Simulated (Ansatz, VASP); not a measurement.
NaF in VASP and in Ansatz

```xyz
2
Lattice="2.7935 0.0000 0.0000 0.0000 2.7935 0.0000 0.0000 0.0000 2.7935" Properties=species:S:1:pos:R:3 pbc="T T T"
Na    0.0000    0.0000    0.0000
F     1.3967    1.3967    1.3967
```

The cell was built by a generator and needn't be a form met in nature.

Alike in both runs: task single point; functional HSE06; k mesh 4 × 4 × 4; no spin polarisation.

```csv
,VASP,Ansatz
version,VASP 6.6.1,Ansatz 0.2.0
potentials or method,"VASP PAW PBE potentials, release 64 (Na_pv, F)","plane waves, PAW"
plane-wave cutoff (eV),520,420
occupations,"gaussian, width 0.01 eV",fixed
valence electrons in the cell,14,16
```

|  | VASP | Ansatz | Ansatz less VASP |
| --- | --- | --- | --- |
| gap on the k mesh at the Fermi level (eV) | 8.30 | 8.33 | +0.033 |
| pressure (GPa) | 1.9 | 1.8 | -0.06 |

The two sets of potentials don't hold the same shells in valence. Ansatz warned: «stress_exchange_threshold_loose».

Caveats: the k mesh is coarse (spacing up to 0.56 Å⁻¹), so the values aren't converged, least of all with exact exchange; the PAW data sets were made with another functional, which shifts forces and pressure a little (VASP). A k mesh can miss the band edges.
